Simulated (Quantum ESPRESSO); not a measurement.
# SiC (Moissanite) (P6_3mc) in Quantum ESPRESSO: further runs

Aim: see how the results for SiC (Moissanite) move with the level of theory and the settings. Levels: LDA, PBE. Tasks: phonons and Raman activities, phonon dispersion.

Program: Quantum ESPRESSO 7.5. These are calculated values, not measurements. Logs are shortened: lines on timing, memory, paths and dates and some standing lists are left out, and cuts for length are marked.

### 1 The crystal as given

It takes space group P6_3mc (No. 186, hexagonal). Conventional cell: a = 3.076 Å, b = 3.076 Å, c = 5.048 Å, α = 90.00°, β = 90.00°, γ = 120.00°. Si (site symmetry 3m) has 4 C at 1.87 to 1.94 Å as nearest neighbours. C (site symmetry 3m) has 4 Si at 1.87 to 1.94 Å as nearest neighbours.

### 2 Phonons and Raman activities, LDA

File pw.in:

```
&CONTROL
  calculation = 'scf'
  prefix = 'pwscf'
  outdir = './tmp'
  pseudo_dir = './pseudo'
  tprnfor = .true.
  tstress = .true.
  disk_io = 'low'
/
&SYSTEM
  ibrav = 0
  nat = 4
  ntyp = 2
  ecutwfc = 82
  nbnd = 14
  occupations = 'smearing'
  smearing = 'fd'
  degauss = 0.00367493
/
&ELECTRONS
  conv_thr = 8d-10
  electron_maxstep = 120
  mixing_beta = 0.5
/
ATOMIC_SPECIES
Si    28.0850 Si.upf
C     12.0110 C.upf
CELL_PARAMETERS angstrom
   3.0760000000    0.0000000000    0.0000000000
  -1.5380000000    2.6638941420    0.0000000000
   0.0000000000    0.0000000000    5.0480000000
ATOMIC_POSITIONS crystal
Si     0.6666666667    0.3333333333    0.5000000000
Si     0.3333333333    0.6666666667    0.0000000000
C      0.6666666667    0.3333333333    0.8850000000
C      0.3333333333    0.6666666667    0.3850000000
K_POINTS automatic
4 4 2 0 0 1
```

File relax.in:

```
&CONTROL
  calculation = 'vc-relax'
  prefix = 'pwscf'
  outdir = './tmp'
  pseudo_dir = './pseudo'
  tprnfor = .true.
  tstress = .true.
  disk_io = 'low'
  nstep = 40
  forc_conv_thr = 0.0001
  etot_conv_thr = 1d-06
/
&SYSTEM
  ibrav = 0
  nat = 4
  ntyp = 2
  ecutwfc = 82
  nbnd = 14
  occupations = 'smearing'
  smearing = 'fd'
  degauss = 0.00367493
/
&ELECTRONS
  conv_thr = 8d-10
  electron_maxstep = 120
  mixing_beta = 0.5
/
&IONS
  ion_dynamics = 'bfgs'
/
&CELL
  cell_dynamics = 'bfgs'
  press = 0
  press_conv_thr = 0.2
/
ATOMIC_SPECIES
Si    28.0850 Si.upf
C     12.0110 C.upf
CELL_PARAMETERS angstrom
   3.0760000000    0.0000000000    0.0000000000
  -1.5380000000    2.6638941420    0.0000000000
   0.0000000000    0.0000000000    5.0480000000
ATOMIC_POSITIONS crystal
Si     0.6666666667    0.3333333333    0.5000000000
Si     0.3333333333    0.6666666667    0.0000000000
C      0.6666666667    0.3333333333    0.8850000000
C      0.3333333333    0.6666666667    0.3850000000
K_POINTS automatic
4 4 2 0 0 1
```

File scf2.in:

```
&CONTROL
  calculation = 'scf'
  prefix = 'pwscf'
  outdir = './tmp'
  pseudo_dir = './pseudo'
  tprnfor = .true.
  tstress = .true.
  disk_io = 'low'
/
&SYSTEM
  ibrav = 0
  nat = 4
  ntyp = 2
  ecutwfc = 82
  nbnd = 14
  occupations = 'fixed'
/
&ELECTRONS
  conv_thr = 1d-13
  electron_maxstep = 120
  mixing_beta = 0.5
  startingpot = 'file'
  startingwfc = 'file'
/
ATOMIC_SPECIES
Si    28.0850 Si.upf
C     12.0110 C.upf
CELL_PARAMETERS angstrom
   3.0584618878    0.0000000000    0.0000000000
  -1.5292309439    2.6487056913    0.0000000000
   0.0000000000    0.0000000000    4.9962242890
ATOMIC_POSITIONS crystal
Si     0.6666666667    0.3333333333    0.5042317852
Si     0.3333333333    0.6666666667    0.0042317852
C      0.6666666667    0.3333333333    0.8807682148
C      0.3333333333    0.6666666667    0.3807682148
K_POINTS automatic
4 4 2 0 0 1
```

File ph.in:

```
raman of SiC
&INPUTPH
  prefix = 'pwscf'
  outdir = './tmp'
  tr2_ph = 1d-16
  fildyn = 'dyn'
  niter_ph = 60
  alpha_mix(1) = 0.7
  epsil = .true.
/
0.0000000000 0.0000000000 0.0000000000
```

File dynmat.in:

```
&INPUT
  fildyn = 'dyn'
  asr = 'crystal'
  lperm = .true.
  filout = 'dynmat.disp'
  fileig = 'dynmat.eig'
/
```

File dynmat_lo.in:

```
&INPUT
  fildyn = 'dyn'
  asr = 'crystal'
  filout = 'dynmat_lo.disp'
  fileig = 'dynmat_lo.eig'
  q(1) = 0
  q(2) = 0
  q(3) = 1
/
```

File scf_1x+.in:

```
&CONTROL
  calculation = 'scf'
  prefix = 'pwscf'
  outdir = './tmp'
  pseudo_dir = './pseudo'
  tprnfor = .true.
  disk_io = 'low'
/
&SYSTEM
  ibrav = 0
  nat = 4
  ntyp = 2
  ecutwfc = 82
  nbnd = 14
  occupations = 'fixed'
/
&ELECTRONS
  conv_thr = 1d-12
  electron_maxstep = 120
  mixing_beta = 0.5
/
ATOMIC_SPECIES
Si    28.0850 Si.upf
C     12.0110 C.upf
CELL_PARAMETERS angstrom
   3.0584618878    0.0000000000    0.0000000000
  -1.5292309439    2.6487056913    0.0000000000
   0.0000000000    0.0000000000    4.9962242890
ATOMIC_POSITIONS crystal
Si     0.6715710927    0.3333333333    0.5042317852
Si     0.3333333333    0.6666666667    0.0042317852
C      0.6666666667    0.3333333333    0.8807682148
C      0.3333333333    0.6666666667    0.3807682148
K_POINTS automatic
4 4 2 0 0 1
```

File eps_1x+.in:

```
dielectric tensor, atom 1 moved
&INPUTPH
  prefix = 'pwscf'
  outdir = './tmp'
  tr2_ph = 1d-15
  epsil = .true.
  trans = .false.
  zeu = .false.
/
0.0 0.0 0.0
```

File scf_1x-.in:

```
&CONTROL
  calculation = 'scf'
  prefix = 'pwscf'
  outdir = './tmp'
  pseudo_dir = './pseudo'
  tprnfor = .true.
  disk_io = 'low'
/
&SYSTEM
  ibrav = 0
  nat = 4
  ntyp = 2
  ecutwfc = 82
  nbnd = 14
  occupations = 'fixed'
/
&ELECTRONS
  conv_thr = 1d-12
  electron_maxstep = 120
  mixing_beta = 0.5
/
ATOMIC_SPECIES
Si    28.0850 Si.upf
C     12.0110 C.upf
CELL_PARAMETERS angstrom
   3.0584618878    0.0000000000    0.0000000000
  -1.5292309439    2.6487056913    0.0000000000
   0.0000000000    0.0000000000    4.9962242890
ATOMIC_POSITIONS crystal
Si     0.6617622407    0.3333333333    0.5042317852
Si     0.3333333333    0.6666666667    0.0042317852
C      0.6666666667    0.3333333333    0.8807682148
C      0.3333333333    0.6666666667    0.3807682148
K_POINTS automatic
4 4 2 0 0 1
```

File eps_1x-.in:

```
dielectric tensor, atom 1 moved
&INPUTPH
  prefix = 'pwscf'
  outdir = './tmp'
  tr2_ph = 1d-15
  epsil = .true.
  trans = .false.
  zeu = .false.
/
0.0 0.0 0.0
```

Potentials or basis: PseudoDojo 0.4.1 SR LDA standard.

Command:

```console
$ OMP_NUM_THREADS=1 pw.x -in pw.in > pw.out
$ OMP_NUM_THREADS=1 pw.x -in relax.in > relax.out
$ OMP_NUM_THREADS=1 pw.x -in scf2.in > scf2.out
$ OMP_NUM_THREADS=1 ph.x -in ph.in > ph.out
$ OMP_NUM_THREADS=1 dynmat.x -in dynmat.in > dynmat.out
$ OMP_NUM_THREADS=1 dynmat.x -in dynmat_lo.in > dynmat_lo.out
$ OMP_NUM_THREADS=1 pw.x -in scf_1x+.in > scf_1x+.out
$ OMP_NUM_THREADS=1 ph.x -in eps_1x+.in > eps_1x+.out
$ OMP_NUM_THREADS=1 pw.x -in scf_1x-.in > scf_1x-.out
$ OMP_NUM_THREADS=1 ph.x -in eps_1x-.in > eps_1x-.out
$ OMP_NUM_THREADS=1 pw.x -in scf_1y+.in > scf_1y+.out
$ OMP_NUM_THREADS=1 ph.x -in eps_1y+.in > eps_1y+.out
$ OMP_NUM_THREADS=1 pw.x -in scf_1y-.in > scf_1y-.out
$ OMP_NUM_THREADS=1 ph.x -in eps_1y-.in > eps_1y-.out
$ OMP_NUM_THREADS=1 pw.x -in scf_1z+.in > scf_1z+.out
$ OMP_NUM_THREADS=1 ph.x -in eps_1z+.in > eps_1z+.out
$ OMP_NUM_THREADS=1 pw.x -in scf_1z-.in > scf_1z-.out
$ OMP_NUM_THREADS=1 ph.x -in eps_1z-.in > eps_1z-.out
$ OMP_NUM_THREADS=1 pw.x -in scf_2x+.in > scf_2x+.out
$ OMP_NUM_THREADS=1 ph.x -in eps_2x+.in > eps_2x+.out
$ OMP_NUM_THREADS=1 pw.x -in scf_2x-.in > scf_2x-.out
$ OMP_NUM_THREADS=1 ph.x -in eps_2x-.in > eps_2x-.out
$ OMP_NUM_THREADS=1 pw.x -in scf_2y+.in > scf_2y+.out
$ OMP_NUM_THREADS=1 ph.x -in eps_2y+.in > eps_2y+.out
$ OMP_NUM_THREADS=1 pw.x -in scf_2y-.in > scf_2y-.out
$ OMP_NUM_THREADS=1 ph.x -in eps_2y-.in > eps_2y-.out
$ OMP_NUM_THREADS=1 pw.x -in scf_2z+.in > scf_2z+.out
$ OMP_NUM_THREADS=1 ph.x -in eps_2z+.in > eps_2z+.out
$ OMP_NUM_THREADS=1 pw.x -in scf_2z-.in > scf_2z-.out
$ OMP_NUM_THREADS=1 ph.x -in eps_2z-.in > eps_2z-.out
$ OMP_NUM_THREADS=1 pw.x -in scf_3x+.in > scf_3x+.out
$ OMP_NUM_THREADS=1 ph.x -in eps_3x+.in > eps_3x+.out
$ OMP_NUM_THREADS=1 pw.x -in scf_3x-.in > scf_3x-.out
$ OMP_NUM_THREADS=1 ph.x -in eps_3x-.in > eps_3x-.out
$ OMP_NUM_THREADS=1 pw.x -in scf_3y+.in > scf_3y+.out
$ OMP_NUM_THREADS=1 ph.x -in eps_3y+.in > eps_3y+.out
$ OMP_NUM_THREADS=1 pw.x -in scf_3y-.in > scf_3y-.out
$ OMP_NUM_THREADS=1 ph.x -in eps_3y-.in > eps_3y-.out
$ OMP_NUM_THREADS=1 pw.x -in scf_3z+.in > scf_3z+.out
$ OMP_NUM_THREADS=1 ph.x -in eps_3z+.in > eps_3z+.out
$ OMP_NUM_THREADS=1 pw.x -in scf_3z-.in > scf_3z-.out
$ OMP_NUM_THREADS=1 ph.x -in eps_3z-.in > eps_3z-.out
```

pw.out:

```text
This program is part of the open-source Quantum ESPRESSO suite
     for quantum simulation of materials; please cite
[... 9 lines left out ...]
     --------------------
     sticks:   dense  smooth     PW     G-vecs:    dense   smooth      PW
     Sum         757     757    211                27991    27991    4271

     Using Slab Decomposition

     bravais-lattice index     =            0
     lattice parameter (alat)  =       5.8128  a.u.
     unit-cell volume          =     279.1382 (a.u.)^3
     number of atoms/cell      =            4
     number of atomic types    =            2
     number of electrons       =        16.00
     number of Kohn-Sham states=           14
     kinetic-energy cutoff     =      82.0000  Ry
     charge density cutoff     =     328.0000  Ry
     scf convergence threshold =      8.0E-10
     mixing beta               =       0.5000
     number of iterations used =            8  plain     mixing
     Exchange-correlation= SLA  PW   NOGX NOGC
                           (   1   4   0   0   0   0   0)

     celldm(1)=   5.812798  celldm(2)=   0.000000  celldm(3)=   0.000000
     celldm(4)=   0.000000  celldm(5)=   0.000000  celldm(6)=   0.000000

     crystal axes: (cart. coord. in units of alat)
               a(1) = (   1.000000   0.000000   0.000000 )
               a(2) = (  -0.500000   0.866025   0.000000 )
               a(3) = (   0.000000   0.000000   1.641092 )

     reciprocal axes: (cart. coord. in units 2 pi/alat)
               b(1) = (  1.000000  0.577350 -0.000000 )
               b(2) = (  0.000000  1.154701  0.000000 )
               b(3) = (  0.000000 -0.000000  0.609350 )

     PseudoPot. # 1 for Si read from file:
     Si.upf
     Pseudo is Norm-conserving + core correction, Zval =  4.0
     Generated using ONCVPSP code by D. R. Hamann
     Using radial grid of 1510 points,  6 beta functions with:
                l(1) =   0
                l(2) =   0
                l(3) =   1
                l(4) =   1
                l(5) =   2
                l(6) =   2

     PseudoPot. # 2 for C  read from file:
     C.upf
     Pseudo is Norm-conserving + core correction, Zval =  4.0
     Generated using ONCVPSP code by D. R. Hamann
     Using radial grid of 1234 points,  4 beta functions with:
                l(1) =   0
                l(2) =   0
                l(3) =   1
                l(4) =   1

     atomic species   valence    mass     pseudopotential
     Si                4.00    28.08500     Si( 1.00)
     C                 4.00    12.01100     C ( 1.00)

     12 Sym. Ops. (no inversion) found ( 6 have fractional translation)

   Cartesian axes

     site n.     atom                  positions (alat units)
         1        Si     tau(   1) = (   0.5000000   0.2886751   0.8205462  )
         2        Si     tau(   2) = (  -0.0000000   0.5773503   0.0000000  )
         3        C      tau(   3) = (   0.5000000   0.2886751   1.4523667  )
         4        C      tau(   4) = (  -0.0000000   0.5773503   0.6318205  )

     number of k points=     4  Fermi-Dirac smearing, width (Ry)=  0.0037
                       cart. coord. in units 2pi/alat
        k(    1) = (   0.0000000   0.0000000   0.1523376), wk =   0.1250000
        k(    2) = (   0.0000000   0.2886751   0.1523376), wk =   0.7500000
        k(    3) = (   0.0000000  -0.5773503   0.1523376), wk =   0.3750000
        k(    4) = (   0.2500000   0.4330127   0.1523376), wk =   0.7500000

     Dense  grid:    27991 G-vectors     FFT dimensions: (  36,  36,  60)

     Initial potential from superposition of free atoms

     starting charge      15.9988, renormalised to      16.0000
     Starting wfcs are   16 randomized atomic wfcs

     Self-consistent Calculation

     iteration #  1     ecut=    82.00 Ry     beta= 0.50
     Davidson diagonalization with overlap
     ethr =  1.00E-02,  avg # of iterations =  3.5

     total energy              =     -41.01944956 Ry
     estimated scf accuracy    <       0.92894433 Ry

     iteration #  2     ecut=    82.00 Ry     beta= 0.50
     Davidson diagonalization with overlap
     ethr =  5.81E-03,  avg # of iterations =  2.0

     total energy              =     -41.24932240 Ry
     estimated scf accuracy    <       0.04910363 Ry

     iteration #  3     ecut=    82.00 Ry     beta= 0.50
     Davidson diagonalization with overlap
     ethr =  3.07E-04,  avg # of iterations =  4.2

     total energy              =     -41.25237586 Ry
     estimated scf accuracy    <       0.00711479 Ry

     iteration #  4     ecut=    82.00 Ry     beta= 0.50
     Davidson diagonalization with overlap
     ethr =  4.45E-05,  avg # of iterations =  2.5

     total energy              =     -41.25304772 Ry
     estimated scf accuracy    <       0.00183558 Ry

     iteration #  5     ecut=    82.00 Ry     beta= 0.50
     Davidson diagonalization with overlap
     ethr =  1.15E-05,  avg # of iterations =  4.8

     total energy              =     -41.25350080 Ry
     estimated scf accuracy    <       0.00008404 Ry

     iteration #  6     ecut=    82.00 Ry     beta= 0.50
     Davidson diagonalization with overlap
     ethr =  5.25E-07,  avg # of iterations =  3.0

     total energy              =     -41.25351583 Ry
     estimated scf accuracy    <       0.00000030 Ry

     iteration #  7     ecut=    82.00 Ry     beta= 0.50
     Davidson diagonalization with overlap
     ethr =  1.88E-09,  avg # of iterations =  4.8

     total energy              =     -41.25351648 Ry
     estimated scf accuracy    <       0.00000046 Ry

     iteration #  8     ecut=    82.00 Ry     beta= 0.50
     Davidson diagonalization with overlap
     ethr =  1.88E-09,  avg # of iterations =  2.0

     total energy              =     -41.25351655 Ry
     estimated scf accuracy    <          5.7E-09 Ry

     iteration #  9     ecut=    82.00 Ry     beta= 0.50
     Davidson diagonalization with overlap
     ethr =  3.56E-11,  avg # of iterations =  4.0

     total energy              =     -41.25351656 Ry
     estimated scf accuracy    <          9.1E-10 Ry

     iteration # 10     ecut=    82.00 Ry     beta= 0.50
     Davidson diagonalization with overlap
     ethr =  5.70E-12,  avg # of iterations =  2.0

     End of self-consistent calculation

          k = 0.0000 0.0000 0.1523 (  3525 PWs)   bands (ev):

    -5.7702  -3.5295   2.3603   8.0202   8.1873   8.1873   9.0935   9.0935
    14.4200  16.0876  16.0876  16.3244  16.7383  17.5788

          k = 0.0000 0.2887 0.1523 (  3510 PWs)   bands (ev):

    -4.7068  -2.5541   2.9430   4.7136   5.6878   7.0331   8.3211   8.3260
    13.2787  14.7683  15.7451  17.7417  17.9162  18.7142

          k = 0.0000-0.5774 0.1523 (  3492 PWs)   bands (ev):

    -2.4497  -1.2810   0.9763   2.1637   5.4012   6.2517   7.2240   7.6766
    12.3914  12.6943  15.8735  16.3197  17.6294  19.1695

          k = 0.2500 0.4330 0.1523 (  3492 PWs)   bands (ev):

    -2.7826  -1.1268   1.8583   3.1725   4.1643   5.3782   5.8284   7.7391
    13.5909  14.8493  16.2997  16.8756  18.1945  19.5462

     the Fermi energy is    10.1776 ev

!    total energy              =     -41.25351656 Ry
     estimated scf accuracy    <          2.9E-12 Ry
     smearing contrib. (-TS)   =      -0.00000000 Ry
     internal energy E=F+TS    =     -41.25351656 Ry

     The total energy is F=E-TS. E is the sum of the following terms:
     one-electron contribution =      10.93923508 Ry
     hartree contribution      =       4.72658397 Ry
     xc contribution           =     -15.13014640 Ry
     ewald contribution        =     -41.78918921 Ry

     convergence has been achieved in  10 iterations

     Forces acting on atoms (cartesian axes, Ry/au):

     atom    1 type  1   force =    -0.00000000   -0.00000000    0.02730905
     atom    2 type  1   force =     0.00000000    0.00000000    0.02730905
     atom    3 type  2   force =     0.00000000    0.00000000   -0.02730905
     atom    4 type  2   force =     0.00000000    0.00000000   -0.02730905

     Total force =     0.054618     Total SCF correction =     0.000000

     Computing stress (Cartesian axis) and pressure

          total   stress  (Ry/bohr**3)                   (kbar)     P=      -45.29
  -0.00017494   0.00000000   0.00000000          -25.73        0.00        0.00
   0.00000000  -0.00017494   0.00000000            0.00      -25.73        0.00
   0.00000000   0.00000000  -0.00057367            0.00        0.00      -84.39

=------------------------------------------------------------------------------=
   JOB DONE.
=------------------------------------------------------------------------------=
```

Run time: 21 min. Hardware: 1 thread of Intel Xeon Platinum 8259CL at 2.50GHz (Skylake/Cascade Lake), shared host; peak memory 0.08 GiB.

Results:

* Free energy: -561.3293 eV
* Relaxed volume: 10.12 Å³/atom
* Relaxed cell: a = 3.058 Å, b = 3.058 Å, c = 4.996 Å, α = 90.00°, β = 90.00°, γ = 120.00°
* Space group after relaxing (to 0.05 Å): P6_3mc (No. 186)
* Pressure after relaxing: 0.0 GPa
* Highest phonon frequency at Γ, LO-TO splitting left out: 841 cm⁻¹

Final structure:
```
Si C
1.0
     3.05846    0.00000    0.00000
    -1.52923    2.64871    0.00000
     0.00000    0.00000    4.99622
Si C
2 2
Direct
  0.66667 0.33333 0.50423
  0.33333 0.66667 0.00423
  0.66667 0.33333 0.88077
  0.33333 0.66667 0.38077
```

Levels at points of the mesh, in eV from the valence-band top:
```csv
k point,band 5,band 6,band 7,band 8,band 9,band 10,band 11,band 12
"(0.00, 0.00, 0.25)",-0.95,-0.95,0.00,0.00,5.37,6.99,6.99,7.33
```

Phonon frequencies in cm⁻¹ (negative: imaginary):
| q point | frequencies |
| --- | --- |
| (0.000, 0.000, 0.000) | -1 -1 0 260 260 597 768 773 773 804 804 841 |

Optical modes at Γ, degenerate ones joined, polar ones without the macroscopic field:
| cm⁻¹ | components | symmetry | active in |
| --- | --- | --- | --- |
| 260 | 2 | E2 | Raman |
| 597 | 1 | B1 | silent |
| 768 | 1 | A1 | IR and Raman |
| 773 | 2 | E2 | Raman |
| 804 | 2 | E1 | IR and Raman |
| 841 | 1 | B1 | silent |

Caveat: the k mesh is coarse (spacing up to 0.62 Å⁻¹), so the values aren't converged.

[end of part 1 of 2]
